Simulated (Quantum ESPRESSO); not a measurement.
# Pb (Fm-3m) in Quantum ESPRESSO: further runs, part 2 of 2

Quantum ESPRESSO 7.5. The steps go on from the part before.

## 3. Phonons, PBE

File pw.in:

```
&CONTROL
  calculation = 'scf'
  prefix = 'pwscf'
  outdir = './tmp'
  pseudo_dir = './pseudo'
  tprnfor = .true.
  tstress = .true.
  disk_io = 'low'
/
&SYSTEM
  ibrav = 0
  nat = 1
  ntyp = 1
  ecutwfc = 55
  ecutrho = 440
  nbnd = 13
  occupations = 'smearing'
  smearing = 'mv'
  degauss = 0.01469973
/
&ELECTRONS
  conv_thr = 2d-10
  electron_maxstep = 120
  mixing_beta = 0.5
/
ATOMIC_SPECIES
Pb   207.2000 Pb.pbe-dn-kjpaw_psl.0.2.2.UPF
CELL_PARAMETERS angstrom
   0.0000000000    2.4750200000    2.4750200000
   2.4750200000    0.0000000000    2.4750200000
   2.4750200000    2.4750200000    0.0000000000
ATOMIC_POSITIONS crystal
Pb     0.0000000000    0.0000000000    0.0000000000
K_POINTS automatic
9 9 9 0 0 0
```

File relax.in:

```
&CONTROL
  calculation = 'vc-relax'
  prefix = 'pwscf'
  outdir = './tmp'
  pseudo_dir = './pseudo'
  tprnfor = .true.
  tstress = .true.
  disk_io = 'low'
  nstep = 40
  forc_conv_thr = 0.0001
  etot_conv_thr = 1d-06
/
&SYSTEM
  ibrav = 0
  nat = 1
  ntyp = 1
  ecutwfc = 55
  ecutrho = 440
  nbnd = 13
  occupations = 'smearing'
  smearing = 'mv'
  degauss = 0.01469973
/
&ELECTRONS
  conv_thr = 2d-10
  electron_maxstep = 120
  mixing_beta = 0.5
/
&IONS
  ion_dynamics = 'bfgs'
/
&CELL
  cell_dynamics = 'bfgs'
  press = 0
  press_conv_thr = 0.2
/
ATOMIC_SPECIES
Pb   207.2000 Pb.pbe-dn-kjpaw_psl.0.2.2.UPF
CELL_PARAMETERS angstrom
   0.0000000000    2.4750200000    2.4750200000
   2.4750200000    0.0000000000    2.4750200000
   2.4750200000    2.4750200000    0.0000000000
ATOMIC_POSITIONS crystal
Pb     0.0000000000    0.0000000000    0.0000000000
K_POINTS automatic
9 9 9 0 0 0
```

File scf2.in:

```
&CONTROL
  calculation = 'scf'
  prefix = 'pwscf'
  outdir = './tmp'
  pseudo_dir = './pseudo'
  tprnfor = .true.
  tstress = .true.
  disk_io = 'low'
/
&SYSTEM
  ibrav = 0
  nat = 1
  ntyp = 1
  ecutwfc = 55
  ecutrho = 440
  nbnd = 13
  occupations = 'smearing'
  smearing = 'mv'
  degauss = 0.01469973
/
&ELECTRONS
  conv_thr = 1d-13
  electron_maxstep = 120
  mixing_beta = 0.5
  startingpot = 'file'
  startingwfc = 'file'
/
ATOMIC_SPECIES
Pb   207.2000 Pb.pbe-dn-kjpaw_psl.0.2.2.UPF
CELL_PARAMETERS angstrom
   0.0000000000    2.5140921024    2.5140921024
   2.5140921024    0.0000000000    2.5140921024
   2.5140921024    2.5140921024    0.0000000000
ATOMIC_POSITIONS crystal
Pb     0.0000000000    0.0000000000    0.0000000000
K_POINTS automatic
9 9 9 0 0 0
```

File ph.in:

```
phonons of Pb
&INPUTPH
  prefix = 'pwscf'
  outdir = './tmp'
  tr2_ph = 1d-16
  fildyn = 'dyn'
  niter_ph = 60
  alpha_mix(1) = 0.4
/
0.5303300859 0.5303300859 0.0000000000
```

Potentials or basis: SSSP 1.3 efficiency PBE.

Run with:

```bash
$ OMP_NUM_THREADS=1 pw.x -in pw.in > pw.out
$ OMP_NUM_THREADS=1 pw.x -in relax.in > relax.out
$ OMP_NUM_THREADS=1 pw.x -in scf2.in > scf2.out
$ OMP_NUM_THREADS=1 ph.x -in ph.in > ph.out
```

pw.out:

```text
This program is part of the open-source Quantum ESPRESSO suite
     for quantum simulation of materials; please cite
         "P. Giannozzi et al., J. Phys.:Condens. Matter 21 395502 (2009);
         "P. Giannozzi et al., J. Phys.:Condens. Matter 29 465901 (2017);
         "P. Giannozzi et al., J. Chem. Phys. 152 154105 (2020);
     in publications or presentations arising from this work. More details at

     file Pb.pbe-dn-kjpaw_psl.0.2.2.UPF: wavefunction(s)  6S renormalized
     Message from routine setup:
     using ibrav=0 with symmetry is DISCOURAGED, use correct ibrav instead

     G-vector sticks info
     --------------------
     sticks:   dense  smooth     PW     G-vecs:    dense   smooth      PW
     Sum        1333     661    199                31879    11191    1917

     Using Slab Decomposition

     bravais-lattice index     =            0
     lattice parameter (alat)  =       6.6144  a.u.
     unit-cell volume          =     204.6269 (a.u.)^3
     number of atoms/cell      =            1
     number of atomic types    =            1
     number of electrons       =        14.00
     number of Kohn-Sham states=           13
     kinetic-energy cutoff     =      55.0000  Ry
     charge density cutoff     =     440.0000  Ry
     scf convergence threshold =      2.0E-10
     mixing beta               =       0.5000
     number of iterations used =            8  plain     mixing
     Exchange-correlation= SLA  PW   PBX  PBC
                           (   1   4   3   4   0   0   0)

     celldm(1)=   6.614432  celldm(2)=   0.000000  celldm(3)=   0.000000
     celldm(4)=   0.000000  celldm(5)=   0.000000  celldm(6)=   0.000000

     crystal axes: (cart. coord. in units of alat)
               a(1) = (   0.000000   0.707107   0.707107 )
               a(2) = (   0.707107   0.000000   0.707107 )
               a(3) = (   0.707107   0.707107   0.000000 )

     reciprocal axes: (cart. coord. in units 2 pi/alat)
               b(1) = ( -0.707107  0.707107  0.707107 )
               b(2) = (  0.707107 -0.707107  0.707107 )
               b(3) = (  0.707107  0.707107 -0.707107 )

     PseudoPot. # 1 for Pb read from file:
     Pb.pbe-dn-kjpaw_psl.0.2.2.UPF
     Pseudo is Projector augmented-wave + core cor, Zval = 14.0
     Generated using "atomic" code by A. Dal Corso  v.5.0.99 svn rev. 10869
     Shape of augmentation charge: PSQ
     Using radial grid of 1281 points,  6 beta functions with:
                l(1) =   0
                l(2) =   0
[... 22 lines left out ...]
        k(    5) = (   0.3142697   0.3142697  -0.3142697), wk =   0.0219479
        k(    6) = (   0.1571348   0.0000000  -0.0000000), wk =   0.0164609
[... 27 lines left out ...]
        k(   34) = (  -0.0000000  -0.4714045   0.6285394), wk =   0.0658436
        k(   35) = (  -0.0785674  -0.3928371   0.7071068), wk =   0.0658436

     Dense  grid:    31879 G-vectors     FFT dimensions: (  45,  45,  45)

     Smooth grid:    11191 G-vectors     FFT dimensions: (  32,  32,  32)

     Initial potential from superposition of free atoms

     starting charge      13.9976, renormalised to      14.0000
     Starting wfcs are    9 randomized atomic wfcs +    4 random wfcs

     Self-consistent Calculation

     iteration #  1     ecut=    55.00 Ry     beta= 0.50
     Davidson diagonalization with overlap
     ethr =  1.00E-02,  avg # of iterations =  5.9

     Threshold (ethr) on eigenvalues was too large:
     Diagonalizing with lowered threshold

     Davidson diagonalization with overlap
     c_bands:  1 eigenvalues not converged
     ethr =  2.11E-05,  avg # of iterations = 11.5

     total energy              =    -870.55516148 Ry
     estimated scf accuracy    <       0.00423599 Ry

     iteration #  2     ecut=    55.00 Ry     beta= 0.50
     Davidson diagonalization with overlap
     ethr =  3.03E-05,  avg # of iterations =  2.0
     Minimization algorithm failed to find Fermi energy: reverting to bisection
     Possible cause: smearing is larger than the electronic band-gap.

     total energy              =    -870.55585618 Ry
     estimated scf accuracy    <       0.00011623 Ry

     iteration #  3     ecut=    55.00 Ry     beta= 0.50
     Davidson diagonalization with overlap
     c_bands:  1 eigenvalues not converged
     ethr =  8.30E-07,  avg # of iterations =  7.7
     Minimization algorithm failed to find Fermi energy: reverting to bisection
     Possible cause: smearing is larger than the electronic band-gap.

     total energy              =    -870.55634417 Ry
     estimated scf accuracy    <       0.00079505 Ry

     iteration #  4     ecut=    55.00 Ry     beta= 0.50
     Davidson diagonalization with overlap
     ethr =  8.30E-07,  avg # of iterations =  1.7
[... 53 lines left out ...]
     iteration # 12     ecut=    55.00 Ry     beta= 0.50
     Davidson diagonalization with overlap
     ethr =  7.47E-12,  avg # of iterations =  4.0

     End of self-consistent calculation

          k = 0.0000 0.0000 0.0000 (  1411 PWs)   bands (ev):

    -5.8169  -5.8169  -5.8169  -5.6768  -5.6768  -0.4946  18.6850  18.6850
    18.6850  21.3819  22.5874  23.7546  23.7546

          k = 0.0786 0.0786-0.0786 (  1417 PWs)   bands (ev):
[... 166 lines left out ...]
    -5.8088  -5.7953  -5.7145  -5.6240  -5.5197   4.4450   9.4478  10.3967
    12.0503  21.5929  22.7848  23.7573  25.8390

     the Fermi energy is    11.0783 ev

!    total energy              =    -870.55630919 Ry
     total all-electron energy =    -41764.084775 Ry
     estimated scf accuracy    <          2.9E-11 Ry
     smearing contrib. (-TS)   =       0.00045310 Ry
     internal energy E=F+TS    =    -870.55676229 Ry

     The total energy is F=E-TS. E is the sum of the following terms:
     one-electron contribution =     -28.07330560 Ry
     hartree contribution      =      26.38094442 Ry
     xc contribution           =     -44.35884763 Ry
     ewald contribution        =     -96.06712003 Ry
     one-center paw contrib.   =    -728.43843345 Ry

     convergence has been achieved in  12 iterations

     Forces acting on atoms (cartesian axes, Ry/au):

     atom    1 type  1   force =     0.00000000    0.00000000    0.00000000

     Total force =     0.000000     Total SCF correction =     0.000000

     Computing stress (Cartesian axis) and pressure

          total   stress  (Ry/bohr**3)                   (kbar)     P=       21.91
   0.00014893   0.00000000   0.00000000           21.91        0.00        0.00
   0.00000000   0.00014893   0.00000000            0.00       21.91        0.00
   0.00000000   0.00000000   0.00014893            0.00        0.00       21.91

=------------------------------------------------------------------------------=
   JOB DONE.
=------------------------------------------------------------------------------=
```

relax.out:

```text
This program is part of the open-source Quantum ESPRESSO suite
     for quantum simulation of materials; please cite
         "P. Giannozzi et al., J. Phys.:Condens. Matter 21 395502 (2009);
         "P. Giannozzi et al., J. Phys.:Condens. Matter 29 465901 (2017);
         "P. Giannozzi et al., J. Chem. Phys. 152 154105 (2020);
[... 472 lines left out ...]
   0.00000000  -0.00000045   0.00000000            0.00       -0.07        0.00
   0.00000000   0.00000000  -0.00000045            0.00        0.00       -0.07

=------------------------------------------------------------------------------=
   JOB DONE.
=------------------------------------------------------------------------------=
```

Run time: 10 min. Hardware: 1 thread of Arm Neoverse V1, shared host; peak memory 0.16 GiB.

Results:

```
Free energy                                 : -11844.5328 eV
Relaxed volume                              : 31.78 Å³/atom
Relaxed cell                                : a = 3.555 Å, b = 3.555 Å, c = 3.555 Å, α = 60.00°, β = 60.00°, γ = 60.00°
Space group after relaxing (to 0.05 Å)      : Fm-3m (No. 225)
Pressure after relaxing                     : 0.0 GPa
Band gap on the k mesh                      : none (metal or under the smearing width)
Highest phonon frequency at the q point run : 56 cm⁻¹
```

Step by step:
```
step  energy change (eV)  largest force (eV/Å)  pressure (GPa)  volume (Å³)
   1              0.0000                0.0000            2.19        30.32
   2             -0.0040                0.0000            1.62        30.66
   3             -0.0072                0.0000            1.04        31.04
   4             -0.0094                0.0000            0.23        31.61
   5             -0.0095                0.0000            0.01        31.77
   6             -0.0095                0.0000            0.00        31.78
```

Final structure:
```
CELL_PARAMETERS angstrom
0.00000 2.51409 2.51409
2.51409 0.00000 2.51409
2.51409 2.51409 0.00000
ATOMIC_POSITIONS crystal
Pb 0.00000 0.00000 0.00000
```

Levels at points of the mesh, in eV from the Fermi level:
```tsv
k point	band 4	band 5	band 6	band 7	band 8	band 9	band 10	band 11
(0.00, 0.00, 0.00)	-16.76	-16.76	-11.28	7.22	7.22	7.22	10.22	10.89
```

Phonon frequencies in cm⁻¹ (negative: imaginary):
```csv
q point,frequencies
"(0.375, 0.375, 0.750)",22 42 56
```

Phonon modes at q = (0.375, 0.375, 0.750) in reciprocal lattice units:
```tsv
mode	symmetry	cm⁻¹
1	A_1	22
2	B_1	42
3	B_2	56
```

Caveat: the q point doesn't lie on the k mesh, which can shift a metal's frequencies strongly unless the mesh is converged.
